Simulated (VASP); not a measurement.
## GaN: single point with LDA

The system is GaN.

```
Ga N
1.0
     0.00000    2.13524    2.13524
     2.13524    0.00000    2.13524
     2.13524    2.13524    0.00000
Ga N
1 1
Direct
  0.00000 0.00000 0.00000
  0.50000 0.50000 0.50000
```

Measurements of this composition are mostly on another form, of space group No. 186.

```
Program                : VASP 6.6.1
Task                   : single point
Functional             : LDA
Potentials or basis    : VASP PAW LDA potentials, release 64 (Ga_d, N)
Cutoff                 : 520 eV
k mesh                 : 8 × 8 × 8
Occupations            : gaussian, width 0.1 eV
Spin                   : no spin polarisation
Dipole correction      : no
Further INCAR settings : ALGO = Normal; EDIFF = 1e-06; NBANDS = 16
```

```yaml
Pressure: -12.5 GPa
Band_gap_on_the_k_mesh: 0.24 eV, indirect (least direct gap 2.45 eV)
```

Levels at points of the mesh, in eV from the valence-band top:
| k point | band 7 | band 8 | band 9 | band 10 | band 11 | band 12 |
| --- | --- | --- | --- | --- | --- | --- |
| (0.00, 0.00, 0.00) | -0.48 | -0.48 | -0.48 | 1.97 | 14.49 | 14.49 |
| (0.50, 0.00, 0.00) | -8.16 | -0.15 | -0.15 | 4.55 | 8.73 | 8.73 |
| (0.50, 0.50, 0.00) | -6.92 | -2.94 | -2.94 | 0.24 | 7.75 | 11.48 |

It used 4.7 s of CPU time on 1 thread of Intel(R) Xeon(R) Platinum 8488C (Sapphire Rapids) (shared host), which was overloaded at the time.

A k mesh can miss the band edges. As with any semilocal functional, this LDA gap is likely too small.
